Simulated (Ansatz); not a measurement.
# Ti (Fm-3m) in Ansatz: notebook

One crystal, Ti, is run at these levels: PBE0; tasks: single point, equation of state.

Program: Ansatz 0.2.0. These are calculated values, not measurements. Logs are shortened: lines on timing, memory, paths and dates and some standing lists are left out, and cuts for length are marked.

## (1) Starting point

Symmetry: Fm-3m, No. 225, cubic system. Conventional cell: a = 4.060 Å, b = 4.060 Å, c = 4.060 Å, α = 90.00°, β = 90.00°, γ = 90.00°. Ti (site symmetry m-3m) has 12 Ti at 2.87 Å as nearest neighbours.

This isn't the form of Ti at room conditions, which is hcp.

## (2) Single point, PBE0, 15.73 Å³/atom (volume scaled by 0.94)

input

```
crystal:
  lattice:
    - [0.0, 1.9885598007, 1.9885598007]
    - [1.9885598007, 0.0, 1.9885598007]
    - [1.9885598007, 1.9885598007, 0.0]
  atoms:
    - { symbol: Ti, position: [0.0, 0.0, 0.0] }
hamiltonian:
  xc: pbe0
  pseudopotentials: { kind: paw }
kpoints:
  mp_grid: { grid: [6, 6, 6] }
scf:
  occupations: { method: fermi_dirac, width: 0.05 }
output:
  forces: true
  stress: true
  eigenvalues: true
  write_density: true
  write_potential: true
  elf: true
  volumetric_format: npy
```

Potentials or basis: Ansatz PAW.

The program printed:

```text
[... 2 lines left out ...]
GPUs: using 1 of 1 available (devices: 1).
Engine: ansatz 0.2.0, x86_64-unknown-linux-gnu
Pseudopotentials: kind: paw
Pseudopotential: Ti, paw, valence charge 12, recommended cutoff 420 eV (normal), Ti.paw.azcp
Functional definition: PBE0
  parameter a = 0.25
  parameter kappa = 0.804
  parameter beta = 0.06672455060314922
  exchange = (1 - a)*pbe_x(kappa = kappa, mu = beta*pi^2/3) + a*exact_x
  correlation = pbe_c(beta = beta)
device memory: the entry about to start is reckoned to put 0.4 GiB on a device that reports 68.6 GiB free (of which the cap on the GPU budget leaves the run 18.0 GiB)
GPU FFT provider: cuFFT
GPU libraries: cuBLAS 13.8.2, cuFFT 12.4.0, cuSOLVER 12.3.4
Crystal: 1 atoms, lattice volume = 15.727 Å³
Basis set: ecut = 420 eV, 331 PW (Γ), exchange–correlation on 40×40×40 points (8 copies of the dense FFT grid, shifted against one another)
Bands: 10, of which v1, the nominal top of the filled ones, is band 6 counted from 1 (5 counted from 0)
Symmetry: 48 space group operations
Space group: Fm-3m (ITA 225), of the structure as read, at distance tolerance 2.5e-5 Å
k-points: 16 of 216
Non-local potential: Ti, projectors of the file, l = 0: 3, l = 1: 2, l = 2: 3, l = 3: 1
PAW form: soft (Blöchl's): semilocal exchange-correlation on the pseudo side does not see the compensation charge
PAW frozen core: Ti, regenerated for the run's functional, and the local potential with it (the file was generated under x = pbe(κ = 0.804, μ = 0.2195149727645171), c = pbe(β = 0.06672455060314922))
PAW one-centre angular grid: Ti, 590 points (default); XC on 64 Gauss nodes
Initial density: superposition of atomic densities (neutral atoms: chi_scale 0, normalization atom), corrected by the library's trained network
Initial wavefunctions: pseudopotential atomic-orbital guess
GPU buffer pool allocated for 8000 grid points (all kernels)
GPU transforms: local potential and band sums: pruned to the plane-wave sphere, on 18×20×20
Functional: x = pbe(κ = 0.804, μ = 0.2195149727645171), c = pbe(β = 0.06672455060314922), warm-up for x = 0.75 pbe(κ = 0.804, μ = 0.2195149727645171) + 0.25 exact, c = pbe(β = 0.06672455060314922)
SCF iter   1: F=—  HF=-2499.546336 eV  |F-HF|=—  |Δ(HF+E_count)|=         —  Δρ=4.78e-3  dr2=1.85e-3  ethr=1.77e-3  ⟨swp⟩=4.7  Hψ=579  notcnv=0
preconditioner: auto → none  [metal: Δε(μ)=0.082 eV  Ē_g=4.548 eV  σ=0.050 eV  W_gap=0.39  n_scr=0 (ndim 8)  ℏωp=18.7 eV  f_vac=0.000  D(μ)=2.50/eV (n_scr^D=50)]
SCF iter   2: F=—  HF=-2499.546445 eV  |F-HF|=—  |Δ(HF+E_count)|=   1.09e-4  Δρ=2.34e-3  dr2=2.59e-4  ethr=1.54e-5  ⟨swp⟩=3.1  Hψ=444  notcnv=0
SCF iter   3: F=—  HF=-2499.546525 eV  |F-HF|=—  |Δ(HF+E_count)|=   7.99e-5  Δρ=8.40e-4  dr2=4.33e-5  ethr=2.16e-6  ⟨swp⟩=3.0  Hψ=284  notcnv=0
iter 4 solved again at ethr=2.01e-9 eV; its pass at ethr=3.61e-7 eV (dr2=2.42e-7 eV) is discarded
SCF iter   4: F=—  HF=-2499.546537 eV  |F-HF|=—  |Δ(HF+E_count)|=   1.19e-5  Δρ=6.49e-5  dr2=1.85e-7  ethr=2.01e-9  ⟨swp⟩=3.9  Hψ=647  notcnv=0
eigensolver tolerance schedule: the retry pair's looser diagonalisation over-reported the residual by 0.30 of it (diagonalisation noise at 0.31 of the residual, at the tolerance the schedule requests for it); recorded, not acted on — ethr = c·dr2/N_el stays at c = 1.0e-1
SCF iter   5: F=—  HF=-2499.546537 eV  |F-HF|=—  |Δ(HF+E_count)|=   1.67e-7  Δρ=1.02e-5  dr2=1.62e-8  ethr=1.54e-9  ⟨swp⟩=3.0  Hψ=332  notcnv=0
SCF iter   6: F=-2499.546537 eV  HF=-2499.546537 eV  |F-HF|=8.32e-11  |Δ(HF+E_count)|=   5.88e-9  Δρ=8.54e-7  dr2=1.11e-10  ethr=1.35e-10  ⟨swp⟩=2.9  Hψ=286  notcnv=0
SCF 1 converged in 6 iterations: F = -2499.546537 eV  dr2 = 1.11e-10
device memory: the entry about to start is reckoned to put 1.0 GiB on a device that reports 68.5 GiB free (of which the cap on the GPU budget leaves the run 18.0 GiB)
GPU FFT provider: cuFFT
GPU libraries: cuBLAS 13.8.2, cuFFT 12.4.0, cuSOLVER 12.3.4
[... 2 lines left out ...]
GPU buffer pool allocated for 8000 grid points (all kernels)
GPU transforms: local potential and band sums: pruned to the plane-wave sphere, on 18×20×20
Functional: x = 0.75 pbe(κ = 0.804, μ = 0.2195149727645171) + 0.25 exact, c = pbe(β = 0.06672455060314922)
Exchange kernel: α = 0.2500, full range, Wigner–Seitz truncation, v(0) = 7833.9106 eV·Å³, q-mesh 6×6×6, nearest image of the exchange supercell L = 16.87 Å, pair-density grid 12×12×12, without the augmentation charges, whose exchange is taken in its separable form by FFT convolution over the k-point mesh (sized by the pseudopotential files, 16×16×16 at the most), smooth part of the exact exchange by density-matrix convolution in up to 911.8 MiB of GPU memory as planned if the GPU has room (build and FFT work areas not counted)
Frozen-core exchange: fock
[... 2 lines left out ...]
[... 42 lines left out ...]
GPU transforms: local potential and band sums: pruned to the plane-wave sphere, on 18×20×20
Exchange kernel: α = 0.2500, full range, Wigner–Seitz truncation, v(0) = 7833.9106 eV·Å³, q-mesh 6×6×6, nearest image of the exchange supercell L = 16.87 Å, pair-density grid 12×12×12, without the augmentation charges, whose exchange is taken in its separable form by FFT convolution over the k-point mesh (sized by the pseudopotential files, 16×16×16 at the most), smooth part of the exact exchange by density-matrix convolution in up to 911.8 MiB of GPU memory as planned if the GPU has room (build and FFT work areas not counted)
Frozen-core exchange: fock
[... 3 lines left out ...]
SCF 5 stopped early in 2 iterations: F = -2499.029595 eV  dr2 = 1.13e-5
hybrid outer 4: dexx = +1.838e-3 eV, tail = inf eV, Δε = 2.34e-1 eV (about 1.94e-1 eV left of the loop's levels)
GPU FFT provider: cuFFT
GPU libraries: cuBLAS 13.8.2, cuFFT 12.4.0, cuSOLVER 12.3.4
GPU buffer pool allocated for 8000 grid points (all kernels)
GPU transforms: local potential and band sums: pruned to the plane-wave sphere, on 18×20×20
Exchange kernel: α = 0.2500, full range, Wigner–Seitz truncation, v(0) = 7833.9106 eV·Å³, q-mesh 6×6×6, nearest image of the exchange supercell L = 16.87 Å, pair-density grid 12×12×12, without the augmentation charges, whose exchange is taken in its separable form by FFT convolution over the k-point mesh (sized by the pseudopotential files, 16×16×16 at the most), smooth part of the exact exchange by density-matrix convolution in up to 911.8 MiB of GPU memory as planned if the GPU has room (build and FFT work areas not counted)
Frozen-core exchange: fock
[... 10 lines left out ...]
SCF 6 converged in 8 iterations: F = -2499.029668 eV  dr2 = 7.44e-9
  Residual-converged pass: ⟨swp⟩=1.9  Hψ=231  notcnv=0  max |occ|·‖R‖ = 2.0e-6 eV (tolerance 2.4e-6 eV)  dr2=7.44e-9  dr2_onsite=1.98e-10  max |Δocc| = 6.0e-14
hybrid outer 5: dexx = +2.363e-6 eV, tail = inf eV, Δε = 2.28e-2 eV (about 1.30e-3 eV left of the loop's levels)
GPU FFT provider: cuFFT
GPU libraries: cuBLAS 13.8.2, cuFFT 12.4.0, cuSOLVER 12.3.4
GPU buffer pool allocated for 8000 grid points (all kernels)
GPU transforms: local potential and band sums: pruned to the plane-wave sphere, on 18×20×20
Exchange kernel: α = 0.2500, full range, Wigner–Seitz truncation, v(0) = 7833.9106 eV·Å³, q-mesh 6×6×6, nearest image of the exchange supercell L = 16.87 Å, pair-density grid 12×12×12, without the augmentation charges, whose exchange is taken in its separable form by FFT convolution over the k-point mesh (sized by the pseudopotential files, 16×16×16 at the most), smooth part of the exact exchange by density-matrix convolution in up to 911.8 MiB of GPU memory as planned if the GPU has room (build and FFT work areas not counted)
Frozen-core exchange: fock
[... 3 lines left out ...]
SCF 7 converged in 2 iterations: F = -2499.029668 eV  dr2 = 1.37e-9
  Residual-converged pass: ⟨swp⟩=2.8  Hψ=273  notcnv=0  max |occ|·‖R‖ = 2.4e-6 eV (tolerance 2.4e-6 eV)  dr2=1.34e-9  dr2_onsite=1.67e-10  max |Δocc| = 1.6e-13
hybrid outer 6: dexx = +4.271e-9 eV, tail = 3.07e-9 eV, Δε = 8.55e-5 eV (about 5.87e-5 eV left of the loop's levels), ΔF = 9.73e-29 eV/Å (tail 3.81e-29)
hybrid SCF converged: 6 outer / 28 inner (+6 warm-up), last move |dexx| = 4.27e-9 eV, tail = 3.07e-9 eV
Stability not checked: this state was not tested for a lower state beside it, because the functional holds exact exchange (a hybrid, or Hartree-Fock), whose exchange loop this test does not read (fock_operator; see scf.lower_state_search)
Free energy (F): -2499.029668 eV
Frozen-core exchange: fock
Harris-Foulkes:  -2499.029668 eV  (|F-HF|=5.67e-10)
Internal energy: -2499.023860 eV  (E = F + TS)
E sigma→0 (E₀):  -2499.026764 eV
Entropy (-TS):   -0.005809 eV (-5.809 meV/atom)
Fermi energy:    14.749708 eV
--- Per-component energies (eV) ---
  E_band       = -171.974222
  E_kinetic    = 274.711229
  E_local      = -748.204826  (includes V_loc(G=0)·N_el)
  E_nonlocal   = 5.211232
  E_hartree    = 309.562176
  E_xc         = -76.369055
  E_vxc        = -95.484166  (∫ρ·V_xc dr)
  E_exx        = -44.233298  (= α·E_x^exact, valence–valence)
  E_paw        = -1024.330261  (= ΣΔE_a)
  E_vpaw       = -138.865799  (= ΣTr[D̂ρ^β])
  E_aug_tail   = 0.000137  (compensation charges beyond the density's cutoff)
  E_ewald      = -1195.203676
  E_core_change = -0.167520  (= ΣΔE_core)
  E_smearing   = -0.005809  (= −TS)
  E_closure    = 0.000001  (closes the sum)
  Σ components = -2499.029668   (vs F -2499.029668, Δ=0.00e0)
--- Forces (eV/Å), atoms counted from 1 ---
  atom   1  Ti    -0.00000000     0.00000000    -0.00000000
  max |Σ_I F_I| component: 8.94e-30 eV/Å
--- Stress (GPa, compression-positive) ---
       13.634130      -0.000000       0.000000
        0.000000      13.634130       0.000000
       -0.000000       0.000000      13.634130
  P = ⅓ Tr σ = 13.6341 GPa (136.341 kbar)
--- Band table (eV; the first three rows and the last of 16) ---
  k-point 0: bands = ["-46.9187", "-20.9719", "-20.9719", "-20.9719", "6.9477", "16.7841", "16.7841", "16.7841", "19.1617", "19.1617"]
  k-point 1: bands = ["-46.8702", "-21.2314", "-21.0022", "-21.0022", "8.0058", "15.8411", "17.0622", "17.0622", "18.9692", "18.9692"]
  k-point 2: bands = ["-46.7721", "-21.7315", "-21.0585", "-21.0585", "10.2714", "14.3983", "17.0029", "17.0029", "19.5396", "19.5396"]
  k-point 15: bands = ["-46.6593", "-21.7473", "-21.4506", "-21.3143", "12.0394", "12.8629", "15.9770", "19.0447", "20.5491", "23.6491"]
```

Wall time 5.8 s (1 × NVIDIA H100 80GB HBM3 with 2 threads of AMD EPYC 7R13 (Zen 3), shared host); peak memory 1.5 GiB.

What came out:

* Free energy: -2499.0297 eV
* Pressure: 13.6 GPa
* Band gap on the k mesh: none (metal or under the smearing width)

Caveat: the k mesh is coarse (spacing up to 0.46 Å⁻¹), so the values aren't converged, least of all with exact exchange; the PAW data sets come from PBE, with cores solved anew for the run's functional, which leaves a small shift of forces and pressure; the thresholds are loose for stress.

## (3) Single point, PBE0, 16.06 Å³/atom (volume scaled by 0.96)

input

```
crystal:
  lattice:
    - [0.0, 2.0025642044, 2.0025642044]
    - [2.0025642044, 0.0, 2.0025642044]
    - [2.0025642044, 2.0025642044, 0.0]
  atoms:
    - { symbol: Ti, position: [0.0, 0.0, 0.0] }
hamiltonian:
  xc: pbe0
  pseudopotentials: { kind: paw }
kpoints:
  mp_grid: { grid: [6, 6, 6] }
scf:
  occupations: { method: fermi_dirac, width: 0.05 }
output:
  forces: true
  stress: true
  eigenvalues: true
```

Potentials or basis: Ansatz PAW.

Wall time 7.1 s (1 × NVIDIA H100 80GB HBM3 with 2 threads of AMD EPYC 7R13 (Zen 3), shared host); peak memory 1.5 GiB.

Results (log left out):

```
Free energy            : -2499.0544 eV
Pressure               : 10.1 GPa
Band gap on the k mesh : none (metal or under the smearing width)
```

Caveat: the k mesh is coarse (spacing up to 0.45 Å⁻¹), so the values aren't converged, least of all with exact exchange; the PAW data sets come from PBE, with cores solved anew for the run's functional, which leaves a small shift of forces and pressure; the thresholds are loose for stress.

## (4) Single point, PBE0, 16.40 Å³/atom (volume scaled by 0.98)

input

```
crystal:
  lattice:
    - [0.0, 2.0163754284, 2.0163754284]
    - [2.0163754284, 0.0, 2.0163754284]
    - [2.0163754284, 2.0163754284, 0.0]
  atoms:
    - { symbol: Ti, position: [0.0, 0.0, 0.0] }
hamiltonian:
  xc: pbe0
  pseudopotentials: { kind: paw }
kpoints:
  mp_grid: { grid: [6, 6, 6] }
scf:
  occupations: { method: fermi_dirac, width: 0.05 }
output:
  forces: true
  stress: true
  eigenvalues: true
  write_density: true
  write_potential: true
  elf: true
  volumetric_format: npy
```

Run time: 7.6 s. Hardware: 1 × NVIDIA H100 80GB HBM3 with 2 threads of AMD EPYC 7R13 (Zen 3), shared host; peak memory 1.5 GiB.

It converged, with:

- Free energy: -2499.0720 eV
- Pressure: 6.8 GPa
- Band gap on the k mesh: none (metal or under the smearing width)

Caveat: the k mesh is coarse (spacing up to 0.45 Å⁻¹), so the values aren't converged, least of all with exact exchange; the PAW data sets come from PBE, with cores solved anew for the run's functional, which leaves a small shift of forces and pressure; the thresholds are loose for stress.

## (5) Single point, PBE0, 16.73 Å³/atom

input: that of step 4 with these lines changed.

```diff
@@ -2,5 +2,5 @@
   lattice:
-    - [0.0, 2.0163754284, 2.0163754284]
-    - [2.0163754284, 0.0, 2.0163754284]
-    - [2.0163754284, 2.0163754284, 0.0]
+    - [0.0, 2.03, 2.03]
+    - [2.03, 0.0, 2.03]
+    - [2.03, 2.03, 0.0]
   atoms:
```

Run time: 6.1 s. Hardware: 1 × NVIDIA H100 80GB HBM3 with 2 threads of AMD EPYC 7R13 (Zen 3), shared host; peak memory 1.5 GiB.

Results (log left out):

| Quantity | Value |
| --- | --- |
| Free energy | -2499.0831 eV |
| Pressure | 3.9 GPa |
| Band gap on the k mesh | none (metal or under the smearing width) |

Caveat: the k mesh is coarse (spacing up to 0.45 Å⁻¹), so the values aren't converged, least of all with exact exchange; the PAW data sets come from PBE, with cores solved anew for the run's functional, which leaves a small shift of forces and pressure; the thresholds are loose for stress.

## (6) Single point, PBE0, 17.07 Å³/atom (volume scaled by 1.02)

input

```
crystal:
  lattice:
    - [0.0, 2.0434441004, 2.0434441004]
    - [2.0434441004, 0.0, 2.0434441004]
    - [2.0434441004, 2.0434441004, 0.0]
  atoms:
    - { symbol: Ti, position: [0.0, 0.0, 0.0] }
hamiltonian:
  xc: pbe0
  pseudopotentials: { kind: paw }
kpoints:
  mp_grid: { grid: [6, 6, 6] }
scf:
  occupations: { method: fermi_dirac, width: 0.05 }
output:
  forces: true
  stress: true
  eigenvalues: true
```

Potentials or basis: Ansatz PAW.

Wall time 5.9 s (1 × NVIDIA H100 80GB HBM3 with 2 threads of AMD EPYC 7R13 (Zen 3), shared host); peak memory 1.6 GiB.

It converged, with:

* Free energy: -2499.0883 eV
* Pressure: 1.1 GPa
* Band gap on the k mesh: none (metal or under the smearing width)

Caveat: the k mesh is coarse (spacing up to 0.44 Å⁻¹), so the values aren't converged, least of all with exact exchange; the PAW data sets come from PBE, with cores solved anew for the run's functional, which leaves a small shift of forces and pressure; the thresholds are loose for stress.

## (7) Single point, PBE0, 17.40 Å³/atom (volume scaled by 1.04)

input: that of step 6 with these lines changed.

```diff
@@ -2,5 +2,5 @@
   lattice:
-    - [0.0, 2.0434441004, 2.0434441004]
-    - [2.0434441004, 0.0, 2.0434441004]
-    - [2.0434441004, 2.0434441004, 0.0]
+    - [0.0, 2.0567135898, 2.0567135898]
+    - [2.0567135898, 0.0, 2.0567135898]
+    - [2.0567135898, 2.0567135898, 0.0]
   atoms:
```

Run time: 6.2 s. Hardware: 1 × NVIDIA H100 80GB HBM3 with 2 threads of AMD EPYC 7R13 (Zen 3), shared host; peak memory 1.5 GiB.

It converged, with:

* Free energy: -2499.0881 eV
* Pressure: -1.3 GPa
* Band gap on the k mesh: none (metal or under the smearing width)

Caveat: the k mesh is coarse (spacing up to 0.44 Å⁻¹), so the values aren't converged, least of all with exact exchange; the PAW data sets come from PBE, with cores solved anew for the run's functional, which leaves a small shift of forces and pressure; the thresholds are loose for stress.

## (8) Single point, PBE0, 17.73 Å³/atom (volume scaled by 1.06)

input: that of step 7 with these lines changed.

```diff
@@ -2,5 +2,5 @@
   lattice:
-    - [0.0, 2.0567135898, 2.0567135898]
-    - [2.0567135898, 0.0, 2.0567135898]
-    - [2.0567135898, 2.0567135898, 0.0]
+    - [0.0, 2.0698140295, 2.0698140295]
+    - [2.0698140295, 0.0, 2.0698140295]
+    - [2.0698140295, 2.0698140295, 0.0]
   atoms:
```

It took 6 s on 1 × NVIDIA H100 80GB HBM3 with 2 threads of AMD EPYC 7R13 (Zen 3), shared host; peak memory 1.5 GiB.

The run converged. Its results:

```yaml
Free_energy: -2499.0829 eV
Pressure: -3.6 GPa
Band_gap_on_the_k_mesh: none (metal or under the smearing width)
```

Caveat: the k mesh is coarse (spacing up to 0.44 Å⁻¹), so the values aren't converged, least of all with exact exchange; the PAW data sets come from PBE, with cores solved anew for the run's functional, which leaves a small shift of forces and pressure; the thresholds are loose for stress.

## (9) Equation of state, PBE0

Potentials or basis: Ansatz PAW.

This step only gathers the single runs of the series.

Results:

| Quantity | Value |
| --- | --- |
| Equilibrium volume | 17.22 Å³/atom |
| Bulk modulus | 128 GPa |
| Pressure derivative of the bulk modulus | 3.6 |

Energy against volume, from the lowest point:
```tsv
volume (Å³/atom)	energy (meV/atom)
15.727	58.64
16.062	33.92
16.396	16.31
16.731	5.18
17.065	0.00
17.400	0.21
17.735	5.42
```

Caveat: the k mesh is coarse (spacing up to 0.45 Å⁻¹), so the values aren't converged, least of all with exact exchange; the PAW data sets were made with another functional, which shifts forces and pressure a little. Zero-point motion and thermal expansion aren't in these numbers.
